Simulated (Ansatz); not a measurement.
Wanted: the native input for an Ansatz 0.2.0 run.

```
Task                : single point
Functional          : PBE
Potentials or basis : Ansatz PAW
Cutoff              : 420 eV (not typed: the program's choice for these potentials)
k mesh              : 10 × 10 × 10
Occupations         : fermi-dirac, width 0.05 eV
Spin                : collinear spin, program default start
Fixed moment        : 0 μB
```

The system is V.

```
V
1.0
    -1.51435    1.51435    1.51435
     1.51435   -1.51435    1.51435
     1.51435    1.51435   -1.51435
V
1
Direct
  0.00000 0.00000 0.00000
```

The input as run:

input.yaml

```yaml
crystal:
  lattice:
    - [-1.51435, 1.51435, 1.51435]
    - [1.51435, -1.51435, 1.51435]
    - [1.51435, 1.51435, -1.51435]
  atoms:
    - { symbol: V, position: [0.0, 0.0, 0.0] }
hamiltonian:
  xc: pbe
  pseudopotentials: { kind: paw }
magnetization:
  spin_polarized: true
  initial_magnetization: 0.0
  spin_locking: { lock_magnetization: hard }
kpoints:
  mp_grid: { grid: [10, 10, 10] }
scf:
  occupations: { method: fermi_dirac, width: 0.05 }
  lower_state_search: "off"
output:
  forces: true
  stress: true
  eigenvalues: true
```

Potentials or basis: Ansatz PAW.

Launch:

```bash
$ ansatz run input.yaml --threads 2 --pin off --max-ram 5632MiB --backend cpu --events-out ev --progress --plain --runs-dir out
```

It gave:

* Pressure: -4.7 GPa
* Net moment: 0.00 μB per cell
* Absolute moment: 0.00 μB per cell

Caveat: the total moment is fixed, so each spin has its own Fermi level; the thresholds are loose for stress.

Run time: 0.45 s on 2 threads of Arm Neoverse V2, on a shared host, peak memory 0.23 GiB.
